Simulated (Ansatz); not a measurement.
**ZnS: a line through an energy map**

How does the energy of ZnS (P6_3mc, No. 186; 4 atoms in the cell) vary with volume per atom at fixed shape, at shift of Zn1 along [0 0 1] = 0.150 Å?

Method: DFT PBEsol, scalar-relativistic, plane waves, PAW, in Ansatz 0.2.0.

1 further run of the same task is left out (set aside as unsound or not needed).

### Step 1. The starting structure

It takes space group P6_3mc (No. 186, hexagonal). Conventional cell: a = 3.781 Å, b = 3.781 Å, c = 6.209 Å, α = 90.00°, β = 90.00°, γ = 120.00°. Zn (site symmetry 3m) has 4 S at 2.32 Å as nearest neighbours. S (site symmetry 3m) has 4 Zn at 2.32 Å as nearest neighbours.

Structure file:

```cif
data_structure
_symmetry_space_group_name_H-M 'P 1'
_symmetry_Int_Tables_number 1
_cell_length_a 3.7814
_cell_length_b 3.7814
_cell_length_c 6.2087
_cell_angle_alpha 90.000
_cell_angle_beta 90.000
_cell_angle_gamma 120.000
_cell_volume 76.89
loop_
_atom_site_label
_atom_site_type_symbol
_atom_site_fract_x
_atom_site_fract_y
_atom_site_fract_z
_atom_site_occupancy
Zn1 Zn 0.33333 0.66667 0.00544 1
Zn2 Zn 0.66667 0.33333 0.50544 1
S1 S 0.33333 0.66667 0.37956 1
S2 S 0.66667 0.33333 0.87956 1
```

It is the result of an earlier relaxation at this level (volume 19.22 Å³/atom; gap on the mesh: 2.16 eV).

### Step 2. Plan of the line

Atoms count from 1 in the order of the input.

The energy is mapped over a free internal coordinate and the cell.

First coordinate, shift of Zn1 along [0 0 1], its symmetry partners moved as symmetry demands (measured in the relaxed cell): 5 values from −0.150 Å. Second coordinate, volume per atom at fixed shape: 5 values from 17.68 to 20.76 Å³.

Nothing else is relaxed (all other coordinates fixed). Energies count from the relaxed crystal. Points are written as (first, second).

### Step 3. The run at (0.150 Å, 17.68 Å³)

File input.yaml:

```yaml
crystal:
  lattice:
    - [3.6778050849, 0.0, 0.0]
    - [-1.8389025425, 3.1850726337, 0.0]
    - [0.0, 0.0, 6.0385469599]
  atoms:
    - { symbol: Zn, position: [0.3333333333, 0.6666666667, 0.0296020378] }
    - { symbol: Zn, position: [0.6666666667, 0.3333333333, 0.5296020378] }
    - { symbol: S, position: [0.3333333333, 0.6666666667, 0.3795575521] }
    - { symbol: S, position: [0.6666666667, 0.3333333333, 0.8795575521] }
basis:
  ecutwfc: 520.0
kpoints:
  mp_grid: { grid: [9, 9, 6] }
hamiltonian:
  xc: pbesol
  pseudopotentials: { kind: paw }
scf:
  occupations: { method: gaussian, width: 0.05 }
output:
  forces: true
  stress: true
  eigenvalues: true
```

Started as:

```sh
$ ansatz run input.yaml --threads 1 --pin off --max-ram 2048MiB --backend cpu --events-out ev --progress --plain --runs-dir out
```

The program printed, cut to the lines that bear on the results:

```text
Warning: RAYON_NUM_THREADS=1 ignored (pool sized by the plan → 1); use --threads N
[...]
Pseudopotentials: kind: paw
Pseudopotential: Zn, paw, valence charge 12, recommended cutoff 420 eV (normal), Zn.paw.azcp
Pseudopotential: S, paw, valence charge 6, recommended cutoff 420 eV (normal), S.paw.azcp
Functional definition: PBEsol
[...]
Crystal: 4 atoms, lattice volume = 70.736 Å³
Basis set: ecut = 520 eV, 1919 PW (Γ), exchange–correlation on 60×60×90 points (8 copies of the dense FFT grid, shifted against one another)
Bands: 22, of which v1, the nominal top of the filled ones, is band 18 counted from 1 (17 counted from 0)
Symmetry: 12 space group operations
Space group: P63mc (ITA 186), of the structure as read, at distance tolerance 4.1e-5 Å
k-points: 48 of 486 (time reversal used)
[...]
SCF iter   1: F=—  HF=-8334.533682 eV  |F-HF|=—  |Δ(HF+E_count)|=         —  Δρ=5.53e-3  dr2=2.24e-2  ethr=1.77e-3  ⟨swp⟩=6.3  Hψ=5295  notcnv=0
[...]
SCF iter   7: F=-8334.525618 eV  HF=-8334.525617 eV  |F-HF|=3.25e-8  |Δ(HF+E_count)|=   5.18e-7  Δρ=5.46e-6  dr2=2.91e-8  ethr=2.78e-10  ⟨swp⟩=6.0  Hψ=5041  notcnv=0
[...]
SCF converged after 7 iterations
Free energy (F): -8334.525618 eV
[...]
E sigma→0 (E₀):  -8334.525618 eV
Fermi energy:    8.514243 eV
[...]
--- Forces (eV/Å), atoms counted from 1 ---
  atom   1  Zn    -0.00000000    -0.00000000    -1.63004487
  atom   2  Zn    -0.00000000     0.00000000    -1.63004487
  atom   3  S      0.00000000    -0.00000000     1.63005211
  atom   4  S      0.00000000     0.00000000     1.63005211
[...]
--- Stress (GPa, compression-positive) ---
        4.237413      -0.000000       0.000000
       -0.000000       4.237413      -0.000000
        0.000000      -0.000000      18.406498
  P = ⅓ Tr σ = 8.9604 GPa (89.604 kbar)
--- Band table (eV; the first three rows and the last of 48) ---
  k-point 0: bands = ["-6.8194", "-5.5904", "0.1117", "0.3768", "0.3768", "0.5515", "0.5515", "0.6771", "0.8500", "0.8500", "0.9321", "0.9321", "1.0778", "6.0431", "6.0431", "6.9258", "7.2780", "7.2780", "9.7497", "10.6130", "13.3554", "13.3554"]
[...]
```

Run time: 17 s. Hardware: 1 thread of Arm Neoverse N1, shared host; peak memory 0.35 GiB.

On the map this point reads 87.5 meV/atom.

### Step 4. The run at (0.150 Å, 18.45 Å³)

Changes to input.yaml since step 3:

```diff
@@ -2,5 +2,5 @@
   lattice:
-    - [3.6778050849, 0.0, 0.0]
-    - [-1.8389025425, 3.1850726337, 0.0]
-    - [0.0, 0.0, 6.0385469599]
+    - [3.7303610463, 0.0, 0.0]
+    - [-1.8651805232, 3.2305874314, 0.0]
+    - [0.0, 0.0, 6.1248380041]
   atoms:
```

Started as:

```sh
$ ansatz run input.yaml --threads 1 --pin off --max-ram 2048MiB --backend cpu --events-out ev --progress --plain --runs-dir out
```

The program printed, cut to the lines that bear on the results:

```text
Warning: RAYON_NUM_THREADS=1 ignored (pool sized by the plan → 1); use --threads N
[...]
Pseudopotentials: kind: paw
Pseudopotential: Zn, paw, valence charge 12, recommended cutoff 420 eV (normal), Zn.paw.azcp
Pseudopotential: S, paw, valence charge 6, recommended cutoff 420 eV (normal), S.paw.azcp
Functional definition: PBEsol
[...]
Crystal: 4 atoms, lattice volume = 73.812 Å³
Basis set: ecut = 520 eV, 1973 PW (Γ), exchange–correlation on 60×60×96 points (8 copies of the dense FFT grid, shifted against one another)
Bands: 22, of which v1, the nominal top of the filled ones, is band 18 counted from 1 (17 counted from 0)
Symmetry: 12 space group operations
Space group: P63mc (ITA 186), of the structure as read, at distance tolerance 4.2e-5 Å
k-points: 48 of 486 (time reversal used)
[...]
SCF converged after 7 iterations
Free energy (F): -8334.653073 eV
[...]
E sigma→0 (E₀):  -8334.653073 eV
Fermi energy:    7.806469 eV
[...]
--- Forces (eV/Å), atoms counted from 1 ---
  atom   1  Zn     0.00000000     0.00000000    -1.44740585
  atom   2  Zn    -0.00000000     0.00000000    -1.44740585
  atom   3  S      0.00000000    -0.00000000     1.44741060
  atom   4  S     -0.00000000     0.00000000     1.44741060
[...]
--- Stress (GPa, compression-positive) ---
        0.699483      -0.000000       0.000000
       -0.000000       0.699483      -0.000000
        0.000000       0.000000      12.039565
  P = ⅓ Tr σ = 4.4795 GPa (44.795 kbar)
--- Band table (eV; the first three rows and the last of 48) ---
  k-point 0: bands = ["-7.0902", "-5.9526", "-0.2718", "-0.0276", "-0.0276", "0.1323", "0.1323", "0.3644", "0.4044", "0.4044", "0.4790", "0.4790", "0.6352", "5.5159", "5.5159", "6.3156", "6.6715", "6.6715", "8.9406", "9.9456", "12.7883", "12.7883"]
[...]
```

Wall time 23 s (1 thread of Arm Neoverse N1, shared host); peak memory 0.36 GiB.

That is 55.6 meV/atom from the zero.

### Step 5. The run at (0.150 Å, 19.22 Å³)

Changes to input.yaml since step 4:

```diff
@@ -2,5 +2,5 @@
   lattice:
-    - [3.7303610463, 0.0, 0.0]
-    - [-1.8651805232, 3.2305874314, 0.0]
-    - [0.0, 0.0, 6.1248380041]
+    - [3.7814465092, 0.0, 0.0]
+    - [-1.8907232546, 3.27482874, 0.0]
+    - [0.0, 0.0, 6.2087146531]
   atoms:
```

Started as:

```sh
$ ansatz run input.yaml --threads 1 --pin off --max-ram 2048MiB --backend cpu --events-out ev --progress --plain --runs-dir out
```

The program printed, cut to the lines that bear on the results:

```text
Warning: RAYON_NUM_THREADS=1 ignored (pool sized by the plan → 1); use --threads N
[...]
Pseudopotentials: kind: paw
Pseudopotential: Zn, paw, valence charge 12, recommended cutoff 420 eV (normal), Zn.paw.azcp
Pseudopotential: S, paw, valence charge 6, recommended cutoff 420 eV (normal), S.paw.azcp
Functional definition: PBEsol
[...]
Crystal: 4 atoms, lattice volume = 76.886 Å³
Basis set: ecut = 520 eV, 2057 PW (Γ), exchange–correlation on 60×60×96 points (8 copies of the dense FFT grid, shifted against one another)
Bands: 22, of which v1, the nominal top of the filled ones, is band 18 counted from 1 (17 counted from 0)
Symmetry: 12 space group operations
Space group: P63mc (ITA 186), of the structure as read, at distance tolerance 4.3e-5 Å
k-points: 48 of 486 (time reversal used)
[...]
SCF iter   1: F=—  HF=-8334.711470 eV  |F-HF|=—  |Δ(HF+E_count)|=         —  Δρ=5.20e-3  dr2=2.51e-2  ethr=1.77e-3  ⟨swp⟩=6.1  Hψ=5226  notcnv=0
[...]
SCF iter   7: F=-8334.703201 eV  HF=-8334.703201 eV  |F-HF|=4.35e-8  |Δ(HF+E_count)|=   1.03e-6  Δρ=5.49e-6  dr2=3.02e-8  ethr=2.78e-10  ⟨swp⟩=3.2  Hψ=4716  notcnv=0
[...]
SCF converged after 7 iterations
Free energy (F): -8334.703201 eV
[...]
E sigma→0 (E₀):  -8334.703201 eV
Fermi energy:    7.156994 eV
[...]
--- Forces (eV/Å), atoms counted from 1 ---
  atom   1  Zn     0.00000000    -0.00000000    -1.28626644
  atom   2  Zn    -0.00000000     0.00000000    -1.28626644
  atom   3  S     -0.00000000    -0.00000000     1.28626966
  atom   4  S     -0.00000000     0.00000000     1.28626966
[...]
--- Stress (GPa, compression-positive) ---
       -2.117415       0.000000      -0.000000
       -0.000000      -2.117415       0.000000
       -0.000000       0.000000       6.860367
  P = ⅓ Tr σ = 0.8752 GPa (8.752 kbar)
--- Band table (eV; the first three rows and the last of 48) ---
[... band rows left out ...]
[...]
```

Wall time 19 s (1 thread of Arm Neoverse N1, shared host); peak memory 0.36 GiB.

On the map this point reads 43.1 meV/atom.

### Step 6. Grid point (0.150 Å, 19.99 Å³)

Changes to input.yaml since step 5:

```diff
@@ -2,5 +2,5 @@
   lattice:
-    - [3.7814465092, 0.0, 0.0]
-    - [-1.8907232546, 3.27482874, 0.0]
-    - [0.0, 0.0, 6.2087146531]
+    - [3.8311821878, 0.0, 0.0]
+    - [-1.9155910939, 3.3179011011, 0.0]
+    - [0.0, 0.0, 6.2903751065]
   atoms:
```

Started as:

```sh
$ ansatz run input.yaml --threads 1 --pin off --max-ram 2048MiB --backend cpu --events-out ev --progress --plain --runs-dir out
```

The program printed, cut to the lines that bear on the results:

```text
Warning: RAYON_NUM_THREADS=1 ignored (pool sized by the plan → 1); use --threads N
[...]
Pseudopotentials: kind: paw
Pseudopotential: Zn, paw, valence charge 12, recommended cutoff 420 eV (normal), Zn.paw.azcp
Pseudopotential: S, paw, valence charge 6, recommended cutoff 420 eV (normal), S.paw.azcp
Functional definition: PBEsol
[...]
Crystal: 4 atoms, lattice volume = 79.960 Å³
Basis set: ecut = 520 eV, 2153 PW (Γ), exchange–correlation on 60×60×96 points (8 copies of the dense FFT grid, shifted against one another)
Bands: 22, of which v1, the nominal top of the filled ones, is band 18 counted from 1 (17 counted from 0)
Symmetry: 12 space group operations
Space group: P63mc (ITA 186), of the structure as read, at distance tolerance 4.3e-5 Å
k-points: 48 of 486 (time reversal used)
[...]
the search or the solves at the SCF's close seem to have found levels that the self-consistency loop had missed (the run counts 2). By its estimate they hold under 1e-12 electrons; where the run keeps them, the occupations were computed again with them
[...]
SCF converged after 7 iterations
Free energy (F): -8334.691126 eV
[...]
E sigma→0 (E₀):  -8334.691126 eV
Fermi energy:    6.559080 eV
[...]
--- Forces (eV/Å), atoms counted from 1 ---
  atom   1  Zn     0.00000000     0.00000000    -1.14347248
  atom   2  Zn     0.00000000    -0.00000000    -1.14347248
  atom   3  S     -0.00000000     0.00000000     1.14347392
  atom   4  S     -0.00000000    -0.00000000     1.14347392
[...]
--- Stress (GPa, compression-positive) ---
       -4.362009       0.000000      -0.000000
        0.000000      -4.362009       0.000000
       -0.000000       0.000000       2.634159
  P = ⅓ Tr σ = -2.0300 GPa (-20.300 kbar)
--- Band table (eV; the first three rows and the last of 48) ---
[... band rows left out ...]
[...]
```

Wall time 25 s (1 thread of Arm Neoverse N1, shared host); peak memory 0.37 GiB.

That is 46.1 meV/atom from the zero.

### Step 7. Grid point (0.150 Å, 20.76 Å³)

Changes to input.yaml since step 6:

```diff
@@ -2,5 +2,5 @@
   lattice:
-    - [3.8311821878, 0.0, 0.0]
-    - [-1.9155910939, 3.3179011011, 0.0]
-    - [0.0, 0.0, 6.2903751065]
+    - [3.8796928979, 0.0, 0.0]
+    - [-1.9398464489, 3.3599126084, 0.0]
+    - [0.0, 0.0, 6.3700242978]
   atoms:
```

Started as:

```sh
$ ansatz run input.yaml --threads 1 --pin off --max-ram 2048MiB --backend cpu --events-out ev --progress --plain --runs-dir out
```

The program printed, cut to the lines that bear on the results:

```text
Warning: RAYON_NUM_THREADS=1 ignored (pool sized by the plan → 1); use --threads N
[...]
Pseudopotentials: kind: paw
Pseudopotential: Zn, paw, valence charge 12, recommended cutoff 420 eV (normal), Zn.paw.azcp
Pseudopotential: S, paw, valence charge 6, recommended cutoff 420 eV (normal), S.paw.azcp
Functional definition: PBEsol
[...]
Crystal: 4 atoms, lattice volume = 83.036 Å³
Basis set: ecut = 520 eV, 2249 PW (Γ), exchange–correlation on 60×60×96 points (8 copies of the dense FFT grid, shifted against one another)
Bands: 22, of which v1, the nominal top of the filled ones, is band 18 counted from 1 (17 counted from 0)
Symmetry: 12 space group operations
Space group: P63mc (ITA 186), of the structure as read, at distance tolerance 4.4e-5 Å
k-points: 48 of 486 (time reversal used)
[...]
SCF iter   1: F=—  HF=-8334.637604 eV  |F-HF|=—  |Δ(HF+E_count)|=         —  Δρ=4.99e-3  dr2=2.77e-2  ethr=1.77e-3  ⟨swp⟩=6.0  Hψ=5061  notcnv=0
[...]
SCF iter   7: F=-8334.628846 eV  HF=-8334.628846 eV  |F-HF|=5.24e-8  |Δ(HF+E_count)|=   1.39e-6  Δρ=5.60e-6  dr2=3.17e-8  ethr=2.78e-10  ⟨swp⟩=3.4  Hψ=4704  notcnv=0
[...]
SCF converged after 7 iterations
Free energy (F): -8334.628846 eV
[...]
E sigma→0 (E₀):  -8334.628846 eV
Fermi energy:    6.006801 eV
[...]
--- Forces (eV/Å), atoms counted from 1 ---
  atom   1  Zn     0.00000000     0.00000000    -1.01636324
  atom   2  Zn     0.00000000    -0.00000000    -1.01636324
  atom   3  S     -0.00000000     0.00000000     1.01636400
  atom   4  S     -0.00000000    -0.00000000     1.01636400
[...]
--- Stress (GPa, compression-positive) ---
       -6.149503      -0.000000       0.000000
       -0.000000      -6.149503       0.000000
        0.000000       0.000000      -0.822897
  P = ⅓ Tr σ = -4.3740 GPa (-43.740 kbar)
--- Band table (eV; the first three rows and the last of 48) ---
[... band rows left out ...]
[...]
```

It took 20 s on 1 thread of Arm Neoverse N1, shared host; peak memory 0.36 GiB.

On the map this point reads 61.7 meV/atom.

### Step 8. The line in numbers

| volume per atom at fixed shape (Å³) | step | energy (meV/atom) | slope (meV/atom per Å³) | pressure (GPa) | band gap on the k-mesh (eV) | largest force on an atom (eV/Å) |
| --- | --- | --- | --- | --- | --- | --- |
| 17.68 | 3 | 87.5 | −56 | 9.0 | 2.47 | 1.63 |
| 18.45 | 4 | 55.6 | −28 | 4.5 | 2.27 | 1.45 |
| 19.22 | 5 | 43.1 | −5 | 0.9 | 2.08 | 1.29 |
| 19.99 | 6 | 46.1 | 13 | −2.0 | 1.90 | 1.14 |
| 20.76 | 7 | 61.7 | 27 | −4.4 | 1.74 | 1.02 |

Energies count from the relaxed crystal. Slopes come from the forces (and the stress, where the cell changes), not from differences of energies.

What this shows: Along the line the energy is lowest at 19.22 Å³, 43.1 meV/atom from the zero. Energies and slopes round the minimum, fitted together, put the minimum at 19.437 Å³, with a curvature of about 25 meV/atom per (Å³)². V·d²E/dV² there is about 77 GPa, a bulk modulus under this line's constraint. The highest point computed, at 17.68 Å³, lies 44.4 meV/atom above the lowest. This is one cut through a surface in two coordinates; the map's lowest point lies off it.

The gaps are Kohn-Sham values of a semilocal functional, not quasiparticle or optical gaps. Such gaps usually fall short of the measured ones.
